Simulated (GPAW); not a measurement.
# ZnS (Wurtzite-4H) (P6_3mc) in GPAW: a series of runs, part 2 of 2

GPAW 26.7.0. The steps go on from the part before.

### 3 Equation of state, LDA

File run.py:

```python
from ase import Atoms
from ase.eos import EquationOfState
from ase.io import Trajectory
from ase.units import GPa
from gpaw import GPAW, PW

atoms = Atoms(['Zn', 'Zn', 'Zn', 'Zn', 'S', 'S', 'S', 'S'],
              cell=[[3.8227, 0.0, 0.0],
                    [-1.91135, 3.310555311, 0.0],
                    [0.0, 0.0, 12.52]],
              scaled_positions=[[0.6666666667, 0.3333333333, 0.75],
                                [0.3333333333, 0.6666666667, 0.25],
                                [0.0, 0.0, 0.5],
                                [0.0, 0.0, 0.0],
                                [0.6666666667, 0.3333333333, 0.9375],
                                [0.3333333333, 0.6666666667, 0.4375],
                                [0.0, 0.0, 0.6875],
                                [0.0, 0.0, 0.1875]],
              pbc=True)

traj = Trajectory('eos.traj', 'w')
volumes, energies = [], []
for x in [0.94, 0.96, 0.98, 1.0, 1.02, 1.04, 1.06]:
    a = atoms.copy()
    a.set_cell(atoms.cell * x**(1 / 3), scale_atoms=True)
    calc = GPAW(mode=PW(600),
                xc='LDA',
                kpts={'size': (5, 5, 2), 'gamma': True},
                occupations={'name': 'fermi-dirac', 'width': 0.05},
                nbands=57,
                convergence={'density': 1e-05, 'energy': 1e-05},
                maxiter=150,
                txt=f'eos-{x:.2f}.txt')
    a.calc = calc
    energies.append(a.get_potential_energy(force_consistent=True))
    volumes.append(a.get_volume())
    p = -a.get_stress()[:3].mean() / GPa
    calc.write(f'eos-{x:.2f}.gpw')
    traj.write(a)
    print(f'{x:.2f} {volumes[-1]:10.4f} A^3 {energies[-1]:14.6f} eV {p:9.3f} GPa', flush=True)

v0, e0, B = EquationOfState(volumes, energies, eos='birchmurnaghan').fit()
print(f'V0 = {v0:.4f} A^3, E0 = {e0:.6f} eV, B0 = {B / GPa:.2f} GPa')
```

Potentials or basis: the program's PAW data sets (release 1.2.1) made for this functional, pw.

On the command line:

```bash
$ OMP_NUM_THREADS=1 python run.py
```

Run time: 4.7 min. Hardware: 1 thread of Intel Xeon 6975P-C (Granite Rapids), shared host; peak memory 0.53 GiB.

The run converged. Its results:

- Equilibrium volume: 18.51 Å³/atom (rough: see the caveat)
- Bulk modulus at fixed shape and positions: 87 GPa (rough)

Energy against volume, from the lowest point:
```
volume (Å³/atom)  energy (meV/atom)
          18.617               0.00
          19.013               3.37
          19.409              10.69
          19.805              21.54
          20.202              35.52
          20.598              52.29
          20.994              71.55
```

Caveat: the k mesh is coarse (spacing up to 0.38 Å⁻¹), so the values aren't converged; the minimum lies outside the volumes run; the cell was scaled at fixed shape and fractional positions, which overstates the stiffness of a crystal with free parameters, most of all of layers and chains.

### 4 Band structure, PBE

File run.py:

```python
from ase import Atoms
from ase.dft.bandgap import bandgap
from ase.io import write
from ase.units import GPa
from gpaw import GPAW, PW

atoms = Atoms(['Zn', 'Zn', 'Zn', 'Zn', 'S', 'S', 'S', 'S'],
              cell=[[3.8227, 0.0, 0.0],
                    [-1.91135, 3.310555311, 0.0],
                    [0.0, 0.0, 12.52]],
              scaled_positions=[[0.6666666667, 0.3333333333, 0.75],
                                [0.3333333333, 0.6666666667, 0.25],
                                [0.0, 0.0, 0.5],
                                [0.0, 0.0, 0.0],
                                [0.6666666667, 0.3333333333, 0.9375],
                                [0.3333333333, 0.6666666667, 0.4375],
                                [0.0, 0.0, 0.6875],
                                [0.0, 0.0, 0.1875]],
              pbc=True)

calc = GPAW(mode=PW(600),
            xc='PBE',
            kpts={'size': (5, 5, 2), 'gamma': True},
            occupations={'name': 'fermi-dirac', 'width': 0.05},
            nbands=57,
            convergence={'density': 1e-05, 'energy': 1e-05},
            maxiter=150,
            txt='gpaw.txt')
atoms.calc = calc
energy = atoms.get_potential_energy()
forces = atoms.get_forces()
stress = atoms.get_stress()
calc.write('gs.gpw')
write('result.traj', atoms)
print(f'Energy: {energy:.6f} eV')
print('Forces (eV/A):')
print(forces.round(4))
print('Stress (GPa):', (stress / GPa).round(3))
print('Fermi level:', round(calc.get_fermi_level(), 4), 'eV')
print(f'Gap: {bandgap(calc)[0]:.4f} eV, direct: {bandgap(calc, direct=True)[0]:.4f} eV')

path = atoms.cell.bandpath('GMKGALHA,LM,KH', npoints=60, eps=1e-4)
bs_calc = calc.fixed_density(kpts=path, symmetry='off', nbands=87,
                             convergence={'bands': 'CBM+6.0', 'eigenstates': 1e-6}, txt='bands.txt')
bs = bs_calc.band_structure()
bs.write('bs.json')
print(f'Gap on the path: {bandgap(bs_calc)[0]:.4f} eV')
```

Potentials or basis: GPAW PAW data sets (gpaw-data 1.2.1), pw.

On the command line:

```bash
$ OMP_NUM_THREADS=1 python run.py
```

It took 4.9 min on 1 thread of Intel Xeon 6975P-C (Granite Rapids), shared host; peak memory 0.87 GiB.

It converged, with:

```yaml
Free_energy: -27.6650 eV
Pressure: 1.4 GPa
Largest_force: 0.047 eV/Å
Band_gap_on_the_k_mesh: 2.12 eV, direct
Band_gap_along_the_path: 2.12 eV, direct
```

Forces on the atoms (eV/Å):
```
Zn   0.000  0.000  0.012
Zn   0.000  0.000  0.012
Zn   0.000  0.000  0.027
Zn   0.000  0.000  0.026
S    0.000  0.000  0.008
S    0.000  0.000  0.008
S    0.000  0.000 -0.047
S    0.000  0.000 -0.047
```

Stress tensor (GPa, compression positive):
```
1.48 0.00 0.00
0.00 1.48 0.00
0.00 0.00 1.21
```

Levels at the corners of the path, in eV from the valence-band top:
| point | band 33 | band 34 | band 35 | band 36 | band 37 | band 38 | band 39 | band 40 |
| --- | --- | --- | --- | --- | --- | --- | --- | --- |
| Γ | -0.45 | -0.04 | 0.00 | 0.00 | 2.12 | 3.19 | 3.38 | 3.62 |
| M | -1.58 | -1.57 | -1.10 | -0.87 | 3.30 | 3.36 | 3.76 | 4.34 |
| K | -2.28 | -1.74 | -1.74 | -1.32 | 4.49 | 4.91 | 4.91 | 5.24 |
| Γ | -0.45 | -0.04 | 0.00 | 0.00 | 2.12 | 3.19 | 3.38 | 3.62 |
| A | -0.14 | -0.14 | -0.14 | -0.14 | 2.97 | 2.97 | 3.31 | 3.31 |
| L | -1.49 | -1.49 | -1.10 | -1.10 | 3.69 | 3.69 | 4.02 | 4.02 |
| H | -1.79 | -1.79 | -1.60 | -1.60 | 4.38 | 4.38 | 5.18 | 5.18 |
| A | -0.14 | -0.14 | -0.14 | -0.14 | 2.97 | 2.97 | 3.31 | 3.31 |
| L | -1.49 | -1.49 | -1.10 | -1.10 | 3.69 | 3.69 | 4.02 | 4.02 |
| M | -1.58 | -1.57 | -1.10 | -0.87 | 3.30 | 3.36 | 3.76 | 4.34 |
| K | -2.28 | -1.74 | -1.74 | -1.32 | 4.49 | 4.91 | 4.91 | 5.24 |
| H | -1.79 | -1.79 | -1.60 | -1.60 | 4.38 | 4.38 | 5.18 | 5.18 |

### 5 Band structure, PBEsol

Changes to run.py since step 4:

```diff
@@ -4,3 +4,5 @@
 from ase.units import GPa
-from gpaw import GPAW, PW
+from gpaw import GPAW, PW, setup_paths
+
+setup_paths.insert(0, '.')
 
@@ -21,3 +23,3 @@
 calc = GPAW(mode=PW(600),
-            xc='PBE',
+            xc='PBEsol',
             kpts={'size': (5, 5, 2), 'gamma': True},
```

Potentials or basis: PAW data sets generated in the run's folder for this functional, pw.

On the command line:

```bash
$ gpaw-setup -f PBEsol S Zn
$ OMP_NUM_THREADS=1 python run.py
```

It took 5.1 min on 1 thread of Intel Xeon 6975P-C (Granite Rapids), shared host; peak memory 0.87 GiB.

It converged, with:

```
Free energy             : -30.5792 eV
Pressure                : -2.2 GPa
Largest force           : 0.043 eV/Å
Band gap on the k mesh  : 1.98 eV, direct
Band gap along the path : 1.98 eV, direct
```

Forces in eV/Å, atoms in the order of the input:
```
Zn   0.000  0.000  0.010
Zn   0.000  0.000  0.010
Zn   0.000  0.000  0.023
Zn   0.000  0.000  0.023
S    0.000  0.000  0.010
S    0.000  0.000  0.011
S    0.000  0.000 -0.043
S    0.000  0.000 -0.043
```

Stress tensor (GPa, compression positive):
```
-2.11  0.00  0.00
 0.00 -2.11  0.00
 0.00  0.00 -2.38
```

Levels at the corners of the path, in eV from the valence-band top:
```csv
point,band 33,band 34,band 35,band 36,band 37,band 38,band 39,band 40
Γ,-0.46,-0.04,0.00,0.00,1.98,3.07,3.26,3.50
M,-1.60,-1.59,-1.12,-0.88,3.17,3.21,3.63,4.21
K,-2.32,-1.77,-1.77,-1.33,4.39,4.79,4.79,5.10
Γ,-0.46,-0.04,0.00,0.00,1.98,3.07,3.26,3.50
A,-0.14,-0.14,-0.14,-0.14,2.86,2.86,3.19,3.19
L,-1.52,-1.52,-1.11,-1.11,3.56,3.56,3.89,3.89
H,-1.82,-1.82,-1.62,-1.62,4.24,4.24,5.10,5.10
A,-0.14,-0.14,-0.14,-0.14,2.86,2.86,3.19,3.19
L,-1.52,-1.52,-1.11,-1.11,3.56,3.56,3.89,3.89
M,-1.60,-1.59,-1.12,-0.88,3.17,3.21,3.63,4.21
K,-2.32,-1.77,-1.77,-1.33,4.39,4.79,4.79,5.10
H,-1.82,-1.82,-1.62,-1.62,4.24,4.24,5.10,5.10
```

### 6 Summary

| task | level | potentials or basis | band path | band points | mesh quality | gap on the mesh (eV) | pressure (GPa) | largest force (eV/Å) |
| --- | --- | --- | --- | --- | --- | --- | --- | --- |
| band structure | LDA | the program's PAW data sets (release 1.2.1) made for this functional, pw | GMKGALHA,LM,KH | 60 | not flagged | 1.87 | -5.1 | 0.04 |
| equation of state | LDA | the program's PAW data sets (release 1.2.1) made for this functional, pw | - | - | coarse | - | - | - |
| band structure | PBE | GPAW PAW data sets (gpaw-data 1.2.1), pw | GMKGALHA,LM,KH | 60 | not flagged | 2.12 | 1.4 | 0.05 |
| band structure | PBEsol | PAW data sets generated in the run's folder for this functional, pw | GMKGALHA,LM,KH | 60 | not flagged | 1.98 | -2.2 | 0.04 |

Alike in all rows: no spin polarisation; cell as given; k mesh 5 × 5 × 2; cutoff (eV) 600; smearing fermi-dirac 0.05 eV.

Caveats: some runs use coarse meshes; the minimum lies outside the volumes run (some runs); the cell was scaled at fixed shape and fractional positions, which overstates the stiffness of a crystal with free parameters, most of all of layers and chains (some runs).

Total energies depend on the potentials used, so only differences within one code and one set of settings carry meaning.

### 7 Comparison with measurements

Step 2. Against the measured gap of ZnS, 3.911 eV (direct; 4 K; a printed reference work, monograph), the calculated 1.87 eV is off by -2.04 eV. So large a miss can be the level of theory's own, or it may mean another phase, state or a wrong row. The value is that of LDA, without temperature or zero-point motion. Semilocal functionals fall short of measured gaps as a rule.

Step 4. A measured gap of ZnS is 3.911 eV (direct; 4 K; a printed reference work, monograph); the calculated 2.12 eV misses it by -1.79 eV. The value is that of PBE, without temperature or zero-point motion. Semilocal functionals fall short of measured gaps as a rule.

Step 5. Measured gap of ZnS: 3.911 eV (direct; 4 K; a printed reference work, monograph). This calculation gives 1.98 eV (-1.93 eV). The value is that of PBEsol, without temperature or zero-point motion. Semilocal functionals fall short of measured gaps as a rule.
